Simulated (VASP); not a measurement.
C:

```xyz
8
Lattice="2.5221 0.0000 0.0000 -1.2611 2.1842 0.0000 0.0000 0.0000 8.2371" Properties=species:S:1:pos:R:3 pbc="T T T"
C     1.2611    0.7281    6.9501
C     0.0000    1.4561    2.8315
C     1.2611    0.7281    5.4056
C     0.0000    1.4561    1.2870
C     0.0000    0.0000    7.4649
C     0.0000    0.0000    3.3463
C     0.0000    0.0000    4.8908
C     0.0000    0.0000    0.7722
```

This is a hexagonal form of diamond, not graphite.

| Property | Result |
| --- | --- |
| Program | VASP 6.6.1 |
| Task | relaxation of cell and atoms |
| Functional | vdW-DF |
| Potentials or basis | VASP PAW PBE potentials, release 64 (C) |
| Cutoff | 600 eV |
| k mesh | 12 × 12 × 4 |
| Occupations | fermi-dirac, width 0.05 eV |
| Spin | no spin polarisation |

At the start: pressure 11.7 GPa; volume 5.67 Å³/atom.

**Question.** How do energy, volume and symmetry change on relaxing?

**Answer.** Over 8 steps the energy falls by 8.0 meV/atom and the volume is 5.83 Å³/atom (+2.7 %); space group P6_3/mmc (No. 194, to 0.05 Å).

Step by step:
| step | energy change (eV) | largest force (eV/Å) | pressure (GPa) | volume (Å³) |
| --- | --- | --- | --- | --- |
| 1 | 0.0000 | 0.3455 | 11.68 | 45.38 |
| 2 | 0.0241 | 0.5082 | -12.03 | 48.14 |
| 3 | -0.0633 | 0.0722 | 0.12 | 46.61 |
| 4 | -0.0634 | 0.0639 | 0.33 | 46.58 |
| 5 | -0.0633 | 0.0902 | -0.22 | 46.65 |
| 6 | -0.0636 | 0.0115 | 0.07 | 46.61 |
| 7 | -0.0636 | 0.0184 | -0.08 | 46.63 |
| 8 | -0.0636 | 0.0010 | -0.01 | 46.62 |

Final structure:
```xyz
8
Lattice="2.5366 0.0000 0.0000 -1.2683 2.1968 0.0000 0.0000 0.0000 8.3665" Properties=species:S:1:pos:R:3 pbc="T T T"
C     1.2683    0.7323    7.0654
C     0.0000    1.4645    2.8822
C     1.2683    0.7323    5.4843
C     0.0000    1.4645    1.3011
C     2.5366    0.0000    7.5887
C    -1.2683    2.1968    3.4054
C     0.0000    0.0000    4.9610
C     0.0000    0.0000    0.7778
```

Caveat: the PAW data sets were made with another functional, which shifts forces and pressure a little.
